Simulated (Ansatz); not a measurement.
# As: the cost of one run

Program: Ansatz 0.2.0. Level of theory: DFT PBE, scalar-relativistic, plane waves, PAW. These are calculated values, not measurements.

## Step 1: The structure to begin with

The structure is hexagonal, space group P-6m2 (No. 187). The conventional cell has a = 3.305 Å, b = 3.305 Å, c = 5.209 Å, α = 90.00°, β = 90.00°, γ = 120.00°. As (site symmetry 3m) is surrounded by 4 As at 2.34 to 2.39 Å. As (site symmetry -6m2) has 6 As at 2.39 Å as nearest neighbours.

Structure file:

```cif
data_structure
_symmetry_space_group_name_H-M 'P-6m2'
_symmetry_Int_Tables_number 187
_cell_length_a 3.3047
_cell_length_b 3.3047
_cell_length_c 5.2094
_cell_angle_alpha 90.000
_cell_angle_beta 90.000
_cell_angle_gamma 120.000
_cell_volume 49.27
loop_
_atom_site_label
_atom_site_type_symbol
_atom_site_symmetry_multiplicity
_atom_site_Wyckoff_symbol
_atom_site_fract_x
_atom_site_fract_y
_atom_site_fract_z
_atom_site_occupancy
As1 As 2 i 0.66667 0.33333 0.72496 1
As2 As 1 a 0.00000 0.00000 0.00000 1
```

Recipe of the guess: 4-, 6-connected net of one element (P-6m2, No. 187). The dimensions are guesses.

## Step 2: Probe: one point on a coarse mesh

The input, input.yaml:

```yaml
crystal:
  lattice:
    - [3.30466265, 0.0, 0.0]
    - [-1.65233132, 2.86192181, 0.0]
    - [0.0, 0.0, 5.20941206]
  atoms:
    - { symbol: As, position: [0.66666667, 0.33333333, 0.7249647] }
    - { symbol: As, position: [0.66666667, 0.33333333, 0.2750353] }
    - { symbol: As, position: [0.0, 0.0, 0.0] }
basis:
  ecutwfc: 420
kpoints:
  mp_grid: { grid: [6, 6, 4] }
hamiltonian:
  xc: pbe
scf:
  occupations: { method: gaussian, width: 0.1 }
  lower_state_search: "off"
output:
  forces: true
  stress: true
  eigenvalues: true
```

On the command line:

```console
$ ansatz run input.yaml --threads 1 --pin off --max-ram 2560MiB --backend cpu --events-out ev --progress --plain --runs-dir out
```

**Question.** How long does this run take on 1 thread of Arm Neoverse V1, shared host, and how much memory does it need?

About 2.7 s, with a peak of 0.27 GiB.
